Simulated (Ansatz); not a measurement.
Runs of Ansatz 0.2.0 on CdTe. The structure is cubic, space group F-43m (No. 216). Conventional cell: a = 6.410 Å, b = 6.410 Å, c = 6.410 Å, α = 90.00°, β = 90.00°, γ = 90.00°. Te (site symmetry -43m) is surrounded by 4 Cd at 2.78 Å. Cd (site symmetry -43m) is surrounded by 4 Te at 2.78 Å. 

| task | level | potentials or basis | spin | k mesh | cutoff (eV) | smearing | points for each segment of the path | other keys | mesh quality | gap on the mesh (eV) | pressure (GPa) |
| --- | --- | --- | --- | --- | --- | --- | --- | --- | --- | --- | --- |
| band structure | r2SCAN-EpsX | Ansatz PAW | off | 4 × 4 × 4 | 500 | fixed | 4 | scf.algorithm = density_mixing | coarse | 2.09 | 3.2 |
| band structure | HF | Ansatz PAW | off | 4 × 4 × 4 | 420 | fermi-dirac 0.05 eV | 4 | - | coarse | 7.62 | (b) |
| electrostatic potential | B3LYP+D4 | Ansatz PAW polarizable | off | 4 × 4 × 4 | 420 | fixed | - | - | coarse | 1.99 | 2.3 |
| density of states | RPBE | Ansatz PAW | SOC, no magnetisation | 7 × 7 × 7 | 420 | fermi-dirac 0.05 eV | - | scf.algorithm = density_mixing | not flagged | (a) | (c) |
| single point | RPBE+D4 | Ansatz PAW large core | off | 7 × 7 × 7 | 420 | tetrahedron | - | scf.mixing.preconditioner = kerker | not flagged | 1.04 | 2.1 |

Alike in all rows: cell as given.

Q: Fill in the values left out.

A: (a) 0.76; (b) 8.2; (c) 6.0.

Caveats: some runs use coarse meshes; the PAW data sets come from PBE, with cores solved anew for the run's functional, which leaves a small shift of forces and pressure; spin-orbit coupling is left out, which moves the levels of the heavy elements (some runs); the thresholds are loose for stress (some runs); odd divisions of the mesh miss points on the zone boundary, where band edges often lie, so the gap on the mesh can be too wide (some runs); this set keeps more shells in the core, which shifts pressures and gaps (some runs); with tetrahedron occupations forces and stress needn't match the slope of the energy (some runs).

A k mesh can miss the band edges, and rows without SOC leave out spin-orbit coupling on Cd, Te.

The runs don't all hold the same shells in valence.

Runs at the PBE level aren't shown here.
